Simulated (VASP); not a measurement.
# RbBr (Pm-3m) in VASP: further runs, part 6 of 7

VASP 6.6.1.

### Step 73. Equation of state, r2SCAN, 36.18 Å³/atom

The input, INCAR:

```
PREC = Accurate
ENCUT = 300
EDIFF = 1E-6
ISMEAR = 0
SIGMA = 0.05
LREAL = False
LASPH = True
NELM = 100
ALGO = Normal
ISIF = 2
LWAVE = False
LCHARG = False
METAGGA = R2SCAN
LMIXTAU = True
ADDGRID = False
```

The input, KPOINTS:

```
regular mesh
0
Gamma
  8 8 8
```

The input, POSCAR:

```
RbBr
1.0
    4.1669322075      0.0000000000      0.0000000000
    0.0000000000      4.1669322075      0.0000000000
    0.0000000000      0.0000000000      4.1669322075
Rb Br
1 1
Direct
    0.0000000000      0.0000000000      0.0000000000
    0.5000000000      0.5000000000      0.5000000000
```

On the command line:

```bash
$ cat potpaw_PBE.64/Rb_sv/POTCAR potpaw_PBE.64/Br/POTCAR > POTCAR
$ mpirun -np 1 vasp_std > vasp.out
```

Run time: 24 s. Hardware: 1 thread of Intel Xeon 6975P-C (Granite Rapids), shared host; peak memory 0.15 GiB.

These settings aren't checked as converged: the numbers below hold their error.

Results:

* Free energy: -31.1071 eV
* Pressure: -0.5 GPa
* Band gap on the k mesh: 4.72 eV, indirect (least direct gap 4.88 eV)

Caveat: the PAW data sets were made with another functional, which shifts forces and pressure a little.

### Step 74. Equation of state, r2SCAN, 34.07 Å³/atom

Edit INCAR of step 73 so:

```diff
@@ -1,3 +1,3 @@
 PREC = Accurate
-ENCUT = 300
+ENCUT = 400
 EDIFF = 1E-6
```

The input, KPOINTS:

```
regular mesh
0
Gamma
  7 7 7
```

The input, POSCAR:

```
RbBr
1.0
    4.0843969018      0.0000000000      0.0000000000
    0.0000000000      4.0843969018      0.0000000000
    0.0000000000      0.0000000000      4.0843969018
Rb Br
1 1
Direct
    0.0000000000      0.0000000000      0.0000000000
    0.5000000000      0.5000000000      0.5000000000
```

On the command line:

```bash
$ cat potpaw_PBE.64/Rb_sv/POTCAR potpaw_PBE.64/Br/POTCAR > POTCAR
$ mpirun -np 1 vasp_std > vasp.out
```

It took 30 s on 1 thread of Intel Xeon 6975P-C (Granite Rapids), shared host; peak memory 0.16 GiB.

The run converged, but some of its settings lie outside the range that counts as converged, so its numbers aren't taken as properties of the crystal.

What came out:

```yaml
Free_energy: -31.1061 eV
Pressure: 0.6 GPa
Band_gap_on_the_k_mesh: 4.98 eV, indirect (least direct gap 5.11 eV)
```

Caveat: the PAW data sets were made with another functional, which shifts forces and pressure a little; an odd mesh through Γ misses points on the zone boundary, where band edges often lie.

### Step 75. Equation of state, r2SCAN, 36.18 Å³/atom

INCAR is that of step 74.

KPOINTS is that of step 74.

The input, POSCAR:

```
RbBr
1.0
    4.1669322075      0.0000000000      0.0000000000
    0.0000000000      4.1669322075      0.0000000000
    0.0000000000      0.0000000000      4.1669322075
Rb Br
1 1
Direct
    0.0000000000      0.0000000000      0.0000000000
    0.5000000000      0.5000000000      0.5000000000
```

Potentials or basis: VASP PAW PBE potentials, release 64 (Rb_sv, Br).

On the command line:

```bash
$ cat potpaw_PBE.64/Rb_sv/POTCAR potpaw_PBE.64/Br/POTCAR > POTCAR
$ mpirun -np 1 vasp_std > vasp.out
```

Wall time 29 s (1 thread of Intel Xeon 6975P-C (Granite Rapids), shared host); peak memory 0.16 GiB.

The run converged, but some of its settings lie outside the range that counts as converged, so its numbers aren't taken as properties of the crystal.

What came out:

- Free energy: -31.1079 eV
- Pressure: -0.5 GPa
- Band gap on the k mesh: 4.74 eV, indirect (least direct gap 4.87 eV)

Caveat: the PAW data sets were made with another functional, which shifts forces and pressure a little; an odd mesh through Γ misses points on the zone boundary, where band edges often lie.

### Step 76. Equation of state, r2SCAN, 34.07 Å³/atom

Edit INCAR of step 75 so:

```diff
@@ -1,3 +1,3 @@
 PREC = Accurate
-ENCUT = 400
+ENCUT = 600
 EDIFF = 1E-6
```

The input, KPOINTS:

```
regular mesh
0
Gamma
  6 6 6
```

The input, POSCAR:

```
RbBr
1.0
    4.0843969018      0.0000000000      0.0000000000
    0.0000000000      4.0843969018      0.0000000000
    0.0000000000      0.0000000000      4.0843969018
Rb Br
1 1
Direct
    0.0000000000      0.0000000000      0.0000000000
    0.5000000000      0.5000000000      0.5000000000
```

On the command line:

```bash
$ cat potpaw_PBE.64/Rb_sv/POTCAR potpaw_PBE.64/Br/POTCAR > POTCAR
$ mpirun -np 1 vasp_std > vasp.out
```

It took 45 s on 1 thread of Intel Xeon 6975P-C (Granite Rapids), shared host; peak memory 0.22 GiB.

These settings aren't checked as converged: the numbers below hold their error.

What came out:

| Item | Value |
| --- | --- |
| Free energy | -31.1065 eV |
| Pressure | 0.6 GPa |
| Band gap on the k mesh | 4.95 eV, indirect (least direct gap 5.11 eV) |

Caveat: the PAW data sets were made with another functional, which shifts forces and pressure a little.

### Step 77. Equation of state, r2SCAN, 36.18 Å³/atom

INCAR is that of step 76.

KPOINTS is that of step 76.

The input, POSCAR:

```
RbBr
1.0
    4.1669322075      0.0000000000      0.0000000000
    0.0000000000      4.1669322075      0.0000000000
    0.0000000000      0.0000000000      4.1669322075
Rb Br
1 1
Direct
    0.0000000000      0.0000000000      0.0000000000
    0.5000000000      0.5000000000      0.5000000000
```

On the command line:

```bash
$ cat potpaw_PBE.64/Rb_sv/POTCAR potpaw_PBE.64/Br/POTCAR > POTCAR
$ mpirun -np 1 vasp_std > vasp.out
```

Run time: 42 s. Hardware: 1 thread of Intel Xeon 6975P-C (Granite Rapids), shared host; peak memory 0.23 GiB.

The run converged, but some of its settings lie outside the range that counts as converged, so its numbers aren't taken as properties of the crystal.

What came out:

```
Free energy            : -31.1084 eV
Pressure               : -0.5 GPa
Band gap on the k mesh : 4.72 eV, indirect (least direct gap 4.88 eV)
```

Caveat: the PAW data sets were made with another functional, which shifts forces and pressure a little.

### Step 78. Equation of state, r2SCAN, 34.07 Å³/atom

Edit INCAR of step 77 so:

```diff
@@ -1,3 +1,3 @@
 PREC = Accurate
-ENCUT = 600
+ENCUT = 350
 EDIFF = 1E-6
```

The input, KPOINTS:

```
regular mesh
0
Gamma
  8 8 8
```

The input, POSCAR:

```
RbBr
1.0
    4.0843969018      0.0000000000      0.0000000000
    0.0000000000      4.0843969018      0.0000000000
    0.0000000000      0.0000000000      4.0843969018
Rb Br
1 1
Direct
    0.0000000000      0.0000000000      0.0000000000
    0.5000000000      0.5000000000      0.5000000000
```

Potentials or basis: VASP PAW PBE potentials, release 64 (Rb_sv, Br).

On the command line:

```bash
$ cat potpaw_PBE.64/Rb_sv/POTCAR potpaw_PBE.64/Br/POTCAR > POTCAR
$ mpirun -np 1 vasp_std > vasp.out
```

It took 40 s on 1 thread of Intel Xeon 6975P-C (Granite Rapids), shared host; peak memory 0.17 GiB.

These settings aren't checked as converged: the numbers below hold their error.

What came out:

```
Free energy            : -31.1055 eV
Pressure               : 0.6 GPa
Band gap on the k mesh : 4.95 eV, indirect (least direct gap 5.11 eV)
```

Caveat: the PAW data sets were made with another functional, which shifts forces and pressure a little.

### Step 79. Equation of state, r2SCAN, 36.18 Å³/atom

INCAR is that of step 78.

KPOINTS is that of step 78.

The input, POSCAR:

```
RbBr
1.0
    4.1669322075      0.0000000000      0.0000000000
    0.0000000000      4.1669322075      0.0000000000
    0.0000000000      0.0000000000      4.1669322075
Rb Br
1 1
Direct
    0.0000000000      0.0000000000      0.0000000000
    0.5000000000      0.5000000000      0.5000000000
```

On the command line:

```bash
$ cat potpaw_PBE.64/Rb_sv/POTCAR potpaw_PBE.64/Br/POTCAR > POTCAR
$ mpirun -np 1 vasp_std > vasp.out
```

Wall time 42 s (1 thread of Intel Xeon 6975P-C (Granite Rapids), shared host); peak memory 0.17 GiB.

The run converged, but some of its settings lie outside the range that counts as converged, so its numbers aren't taken as properties of the crystal.

What came out:

```
Free energy            : -31.1074 eV
Pressure               : -0.5 GPa
Band gap on the k mesh : 4.72 eV, indirect (least direct gap 4.87 eV)
```

Caveat: the PAW data sets were made with another functional, which shifts forces and pressure a little.

### Step 80. Equation of state, r2SCAN, 34.07 Å³/atom

Edit INCAR of step 79 so:

```diff
@@ -1,3 +1,3 @@
 PREC = Accurate
-ENCUT = 350
+ENCUT = 500
 EDIFF = 1E-6
```

The input, KPOINTS:

```
regular mesh
0
Gamma
  7 7 7
```

The input, POSCAR:

```
RbBr
1.0
    4.0843969018      0.0000000000      0.0000000000
    0.0000000000      4.0843969018      0.0000000000
    0.0000000000      0.0000000000      4.0843969018
Rb Br
1 1
Direct
    0.0000000000      0.0000000000      0.0000000000
    0.5000000000      0.5000000000      0.5000000000
```

On the command line:

```bash
$ cat potpaw_PBE.64/Rb_sv/POTCAR potpaw_PBE.64/Br/POTCAR > POTCAR
$ mpirun -np 1 vasp_std > vasp.out
```

Run time: 38 s. Hardware: 1 thread of Intel Xeon 6975P-C (Granite Rapids), shared host; peak memory 0.17 GiB.

The run converged, but some of its settings lie outside the range that counts as converged, so its numbers aren't taken as properties of the crystal.

Results:

* Free energy: -31.1060 eV
* Pressure: 0.6 GPa
* Band gap on the k mesh: 4.98 eV, indirect (least direct gap 5.11 eV)

Caveat: the PAW data sets were made with another functional, which shifts forces and pressure a little; an odd mesh through Γ misses points on the zone boundary, where band edges often lie.

### Step 81. Equation of state, r2SCAN, 36.18 Å³/atom

INCAR is that of step 80.

KPOINTS is that of step 80.

The input, POSCAR:

```
RbBr
1.0
    4.1669322075      0.0000000000      0.0000000000
    0.0000000000      4.1669322075      0.0000000000
    0.0000000000      0.0000000000      4.1669322075
Rb Br
1 1
Direct
    0.0000000000      0.0000000000      0.0000000000
    0.5000000000      0.5000000000      0.5000000000
```

Potentials or basis: VASP PAW PBE potentials, release 64 (Rb_sv, Br).

On the command line:

```bash
$ cat potpaw_PBE.64/Rb_sv/POTCAR potpaw_PBE.64/Br/POTCAR > POTCAR
$ mpirun -np 1 vasp_std > vasp.out
```

Wall time 34 s (1 thread of Intel Xeon 6975P-C (Granite Rapids), shared host); peak memory 0.17 GiB.

The run converged, but some of its settings lie outside the range that counts as converged, so its numbers aren't taken as properties of the crystal.

What came out:

* Free energy: -31.1078 eV
* Pressure: -0.5 GPa
* Band gap on the k mesh: 4.74 eV, indirect (least direct gap 4.87 eV)

Caveat: the PAW data sets were made with another functional, which shifts forces and pressure a little; an odd mesh through Γ misses points on the zone boundary, where band edges often lie.

### Step 82. Equation of state, r2SCAN, 34.07 Å³/atom

Edit INCAR of step 81 so:

```diff
@@ -1,3 +1,3 @@
 PREC = Accurate
-ENCUT = 500
+ENCUT = 400
 EDIFF = 1E-6
```

The input, KPOINTS:

```
regular mesh
0
Gamma
  8 8 8
```

The input, POSCAR:

```
RbBr
1.0
    4.0843969018      0.0000000000      0.0000000000
    0.0000000000      4.0843969018      0.0000000000
    0.0000000000      0.0000000000      4.0843969018
Rb Br
1 1
Direct
    0.0000000000      0.0000000000      0.0000000000
    0.5000000000      0.5000000000      0.5000000000
```

On the command line:

```bash
$ cat potpaw_PBE.64/Rb_sv/POTCAR potpaw_PBE.64/Br/POTCAR > POTCAR
$ mpirun -np 1 vasp_std > vasp.out
```

It took 41 s on 1 thread of Intel Xeon 6975P-C (Granite Rapids), shared host; peak memory 0.17 GiB.

The run converged, but some of its settings lie outside the range that counts as converged, so its numbers aren't taken as properties of the crystal.

Results:

```
Free energy            : -31.1061 eV
Pressure               : 0.6 GPa
Band gap on the k mesh : 4.95 eV, indirect (least direct gap 5.11 eV)
```

Caveat: the PAW data sets were made with another functional, which shifts forces and pressure a little.

### Step 83. Equation of state, r2SCAN, 36.18 Å³/atom

INCAR is that of step 82.

KPOINTS is that of step 82.

The input, POSCAR:

```
RbBr
1.0
    4.1669322075      0.0000000000      0.0000000000
    0.0000000000      4.1669322075      0.0000000000
    0.0000000000      0.0000000000      4.1669322075
Rb Br
1 1
Direct
    0.0000000000      0.0000000000      0.0000000000
    0.5000000000      0.5000000000      0.5000000000
```

On the command line:

```bash
$ cat potpaw_PBE.64/Rb_sv/POTCAR potpaw_PBE.64/Br/POTCAR > POTCAR
$ mpirun -np 1 vasp_std > vasp.out
```

Run time: 43 s. Hardware: 1 thread of Intel Xeon 6975P-C (Granite Rapids), shared host; peak memory 0.17 GiB.

The run converged, but some of its settings lie outside the range that counts as converged, so its numbers aren't taken as properties of the crystal.

What came out:

```yaml
Free_energy: -31.1079 eV
Pressure: -0.5 GPa
Band_gap_on_the_k_mesh: 4.72 eV, indirect (least direct gap 4.87 eV)
```

Caveat: the PAW data sets were made with another functional, which shifts forces and pressure a little.

### Step 84. Equation of state, r2SCAN, 34.07 Å³/atom

Edit INCAR of step 83 so:

```diff
@@ -3,3 +3,3 @@
 EDIFF = 1E-6
-ISMEAR = 0
+ISMEAR = -5
 SIGMA = 0.05
```

KPOINTS is that of step 83.

The input, POSCAR:

```
RbBr
1.0
    4.0843969018      0.0000000000      0.0000000000
    0.0000000000      4.0843969018      0.0000000000
    0.0000000000      0.0000000000      4.0843969018
Rb Br
1 1
Direct
    0.0000000000      0.0000000000      0.0000000000
    0.5000000000      0.5000000000      0.5000000000
```

Potentials or basis: VASP PAW PBE potentials, release 64 (Rb_sv, Br).

On the command line:

```bash
$ cat potpaw_PBE.64/Rb_sv/POTCAR potpaw_PBE.64/Br/POTCAR > POTCAR
$ mpirun -np 1 vasp_std > vasp.out
```

Wall time 41 s (1 thread of Intel Xeon 6975P-C (Granite Rapids), shared host); peak memory 0.17 GiB.

The run converged, but some of its settings lie outside the range that counts as converged, so its numbers aren't taken as properties of the crystal.

Results:

* Free energy: -31.1061 eV
* Pressure: 0.6 GPa
* Band gap on the k mesh: 4.95 eV, indirect (least direct gap 5.11 eV)

Caveat: the PAW data sets were made with another functional, which shifts forces and pressure a little.

### Step 85. Equation of state, r2SCAN, 36.18 Å³/atom

INCAR is that of step 84.

KPOINTS is that of step 84.

The input, POSCAR:

```
RbBr
1.0
    4.1669322075      0.0000000000      0.0000000000
    0.0000000000      4.1669322075      0.0000000000
    0.0000000000      0.0000000000      4.1669322075
Rb Br
1 1
Direct
    0.0000000000      0.0000000000      0.0000000000
    0.5000000000      0.5000000000      0.5000000000
```

On the command line:

```bash
$ cat potpaw_PBE.64/Rb_sv/POTCAR potpaw_PBE.64/Br/POTCAR > POTCAR
$ mpirun -np 1 vasp_std > vasp.out
```

Wall time 43 s (1 thread of Intel Xeon 6975P-C (Granite Rapids), shared host); peak memory 0.17 GiB.

The run converged, but some of its settings lie outside the range that counts as converged, so its numbers aren't taken as properties of the crystal.

What came out:

| Item | Value |
| --- | --- |
| Free energy | -31.1079 eV |
| Pressure | -0.5 GPa |
| Band gap on the k mesh | 4.72 eV, indirect (least direct gap 4.87 eV) |

Caveat: the PAW data sets were made with another functional, which shifts forces and pressure a little.

### Step 86. Equation of state, r2SCAN, 34.07 Å³/atom

Edit INCAR of step 85 so:

```diff
@@ -1,5 +1,5 @@
 PREC = Accurate
-ENCUT = 400
+ENCUT = 500
 EDIFF = 1E-6
-ISMEAR = -5
+ISMEAR = 0
 SIGMA = 0.05
```

KPOINTS is that of step 85.

The input, POSCAR:

```
RbBr
1.0
    4.0843969018      0.0000000000      0.0000000000
    0.0000000000      4.0843969018      0.0000000000
    0.0000000000      0.0000000000      4.0843969018
Rb Br
1 1
Direct
    0.0000000000      0.0000000000      0.0000000000
    0.5000000000      0.5000000000      0.5000000000
```

On the command line:

```bash
$ cat potpaw_PBE.64/Rb_sv/POTCAR potpaw_PBE.64/Br/POTCAR > POTCAR
$ mpirun -np 1 vasp_std > vasp.out
```

Wall time 57 s (1 thread of Intel Xeon 6975P-C (Granite Rapids), shared host); peak memory 0.18 GiB.

The run converged, but some of its settings lie outside the range that counts as converged, so its numbers aren't taken as properties of the crystal.

Results:

```
Free energy            : -31.1060 eV
Pressure               : 0.6 GPa
Band gap on the k mesh : 4.95 eV, indirect (least direct gap 5.11 eV)
```

Caveat: the PAW data sets were made with another functional, which shifts forces and pressure a little.

### Step 87. Equation of state, r2SCAN, 36.18 Å³/atom

INCAR is that of step 86.

KPOINTS is that of step 86.

The input, POSCAR:

```
RbBr
1.0
    4.1669322075      0.0000000000      0.0000000000
    0.0000000000      4.1669322075      0.0000000000
    0.0000000000      0.0000000000      4.1669322075
Rb Br
1 1
Direct
    0.0000000000      0.0000000000      0.0000000000
    0.5000000000      0.5000000000      0.5000000000
```

Potentials or basis: VASP PAW PBE potentials, release 64 (Rb_sv, Br).

On the command line:

```bash
$ cat potpaw_PBE.64/Rb_sv/POTCAR potpaw_PBE.64/Br/POTCAR > POTCAR
$ mpirun -np 1 vasp_std > vasp.out
```

Run time: 55 s. Hardware: 1 thread of Intel Xeon 6975P-C (Granite Rapids), shared host; peak memory 0.18 GiB.

The run converged, but some of its settings lie outside the range that counts as converged, so its numbers aren't taken as properties of the crystal.

What came out:

- Free energy: -31.1078 eV
- Pressure: -0.5 GPa
- Band gap on the k mesh: 4.72 eV, indirect (least direct gap 4.87 eV)

Caveat: the PAW data sets were made with another functional, which shifts forces and pressure a little.

### Step 88. Equation of state, r2SCAN, 34.07 Å³/atom

Edit INCAR of step 87 so:

```diff
@@ -1,2 +1,2 @@
-PREC = Accurate
+PREC = Low
 ENCUT = 500
```

KPOINTS is that of step 87.

The input, POSCAR:

```
RbBr
1.0
    4.0843969018      0.0000000000      0.0000000000
    0.0000000000      4.0843969018      0.0000000000
    0.0000000000      0.0000000000      4.0843969018
Rb Br
1 1
Direct
    0.0000000000      0.0000000000      0.0000000000
    0.5000000000      0.5000000000      0.5000000000
```

On the command line:

```bash
$ cat potpaw_PBE.64/Rb_sv/POTCAR potpaw_PBE.64/Br/POTCAR > POTCAR
$ mpirun -np 1 vasp_std > vasp.out
```

Wall time 23 s (1 thread of Intel Xeon 6975P-C (Granite Rapids), shared host); peak memory 0.14 GiB.

The run converged, but some of its settings lie outside the range that counts as converged, so its numbers aren't taken as properties of the crystal.

What came out:

- Free energy: -31.1031 eV
- Pressure: 0.6 GPa
- Band gap on the k mesh: 4.95 eV, indirect (least direct gap 5.10 eV)

Caveat: the PAW data sets were made with another functional, which shifts forces and pressure a little.

### Step 89. Equation of state, r2SCAN, 36.18 Å³/atom

INCAR is that of step 88.

KPOINTS is that of step 88.

The input, POSCAR:

```
RbBr
1.0
    4.1669322075      0.0000000000      0.0000000000
    0.0000000000      4.1669322075      0.0000000000
    0.0000000000      0.0000000000      4.1669322075
Rb Br
1 1
Direct
    0.0000000000      0.0000000000      0.0000000000
    0.5000000000      0.5000000000      0.5000000000
```

On the command line:

```bash
$ cat potpaw_PBE.64/Rb_sv/POTCAR potpaw_PBE.64/Br/POTCAR > POTCAR
$ mpirun -np 1 vasp_std > vasp.out
```

Wall time 22 s (1 thread of Intel Xeon 6975P-C (Granite Rapids), shared host); peak memory 0.13 GiB.

These settings aren't checked as converged: the numbers below hold their error.

What came out:

```yaml
Free_energy: -31.1056 eV
Pressure: -0.4 GPa
Band_gap_on_the_k_mesh: 4.72 eV, indirect (least direct gap 4.87 eV)
```

Caveat: the PAW data sets were made with another functional, which shifts forces and pressure a little.

(Part 6 of 7 ends here.)
